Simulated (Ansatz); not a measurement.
A plane-wave DFT run in Ansatz 0.2.0 (scalar-relativistic PAW potentials unless the input names others): input and command.

```yaml
crystal:
  lattice:
    - [4.8867762538, 0.0, 0.0]
    - [-2.4433881269, 4.2320723784, 0.0]
    - [0.0, 0.0, 7.9460287812]
  atoms:
    - { symbol: Mg, position: [0.3333333333, 0.6666666667, 0.9967051475] }
    - { symbol: Mg, position: [0.6666666667, 0.3333333333, 0.4967051475] }
    - { symbol: Te, position: [0.3333333333, 0.6666666667, 0.3732948525] }
    - { symbol: Te, position: [0.6666666667, 0.3333333333, 0.8732948525] }
basis:
  ecutwfc: 420
kpoints:
  mp_grid: { grid: [6, 6, 4] }
hamiltonian:
  xc: pbe
scf:
  occupations: { method: gaussian, width: 0.02 }
  algorithm: direct_min
output:
  forces: true
  eigenvalues: true
  stress: true
```

```bash
ansatz run input.yaml --threads 1 --pin off --max-ram 2560MiB --backend cpu --events-out ev --progress --plain --runs-dir out
```

Abridged log:
```
Pseudopotentials: kind: paw
Pseudopotential: Mg, paw, valence charge 10, recommended cutoff 420 eV (normal)
Pseudopotential: Te, paw, valence charge 16, recommended cutoff 420 eV (normal)
Functional definition: PBE
Crystal: 4 atoms, lattice volume = 164.333 Å³
Basis set: ecut = 420 eV, 3213 PW (Γ), exchange–correlation on 72×72×108 points (8 copies of the dense FFT grid, shifted against one another)
Bands: 32, of which v1, the nominal top of the filled ones, is band 26 counted from 1 (25 counted from 0)
Symmetry: 12 space group operations
Space group: P63mc (ITA 186), of the structure as read, at distance tolerance 5.5e-5 Å
k-points: 21 of 144 (time reversal used)
Initial density: superposition of atomic densities (neutral atoms: chi_scale 0, normalization atom), corrected by the library's trained network
Initial wavefunctions: pseudopotential atomic-orbital guess
Functional: x = pbe(κ = 0.804, μ = 0.21951497), c = pbe(β = 0.06672455)
SCF iter   1: F=—  HF=-17810.656289 eV  |F-HF|=—  |Δ(HF+E_count)|=         —  Δρ=9.43e-4  dr2=3.52e-3  ethr=1.77e-3  ⟨swp⟩=12.0  Hψ=3034  notcnv=1
SCF iter   2: F=—  HF=-17810.656492 eV  |F-HF|=—  |Δ(HF+E_count)|=   2.03e-4  Δρ=4.25e-4  dr2=7.27e-4  ethr=6.77e-6  ⟨swp⟩=6.2  Hψ=2272  notcnv=0  defer=22
SCF iter   3: F=—  HF=-17810.656219 eV  |F-HF|=—  |Δ(HF+E_count)|=   2.72e-4  Δρ=9.91e-5  dr2=1.59e-5  ethr=2.67e-8  ⟨swp⟩=4.2  Hψ=3162  notcnv=0  defer=7
SCF iter   4: F=—  HF=-17810.656209 eV  |F-HF|=—  |Δ(HF+E_count)|=   1.06e-5  Δρ=1.29e-5  dr2=3.29e-7  ethr=2.67e-8  ⟨swp⟩=3.1  Hψ=1323  notcnv=0  defer=3
SCF iter   5: F=-17810.656209 eV  HF=-17810.656209 eV  |F-HF|=5.16e-9  |Δ(HF+E_count)|=   8.25e-8  Δρ=2.15e-6  dr2=6.08e-9  ethr=6.33e-10  ⟨swp⟩=3.3  Hψ=1556  notcnv=0  defer=2
the search or the solves at the SCF's close seem to have found levels that the self-consistency loop had missed (the run counts 1). By its estimate they hold under 1e-12 electrons; where the run keeps them, the occupations were computed again with them
SCF 1 converged in 5 iterations: F = -17810.656209 eV  dr2 = 6.08e-9
  Residual-converged pass: ⟨swp⟩=4.0  Hψ=1823  notcnv=0  max |occ|·‖R‖ = 6.6e-6 eV (tolerance 6.7e-6 eV) dr2=6.91e-9  dr2_onsite=1.78e-9  max |Δocc| = 0.0e0
SCF converged after 5 iterations
Stability not checked: this state was not tested for a lower state beside it, because a direct minimisation reached the state, and no test of it is asked (direct_minimisation; see scf.lower_state_search)
Free energy (F): -17810.656209 eV
Harris-Foulkes:  -17810.656209 eV  (|F-HF|=5.16e-9)
Internal energy: -17810.656209 eV  (E = F + TS)
E sigma→0 (E₀):  -17810.656209 eV
Fermi energy:    3.462942 eV
--- Forces (eV/Å), atoms counted from 1 ---
  atom   1  Mg     0.00000000     0.00000000     0.00085243
  atom   2  Mg     0.00000000     0.00000000     0.00085243
  atom   3  Te     0.00000000     0.00000000    -0.00089520
  atom   4  Te     0.00000000     0.00000000    -0.00089520
--- Stress (GPa, compression-positive) ---
       -4.120266       0.000000       0.000000
        0.000000      -4.120266       0.000000
        0.000000       0.000000      -4.088287
  P = ⅓ Tr σ = -4.1096 GPa (-41.096 kbar)
```

Apart from outputs, empty bands and the relaxation, which only the reference makes, the input differs from a reference run on usual settings in scf.algorithm: not typed → "direct_min". The reference, at the same geometry, ended its own course with pressure -4.11 GPa, largest force 0.001 eV/Å, gap on the mesh 1.65 eV. This run converged in 5 SCF iterations with an energy at zero smearing within 0.01 meV/atom of the reference's, pressure -4.11 GPa, largest force 0.001 eV/Å, gap on the mesh 1.65 eV.

The run took 18 s on 1 thread of Arm Neoverse V2 (shared host), peak memory 0.46 GiB.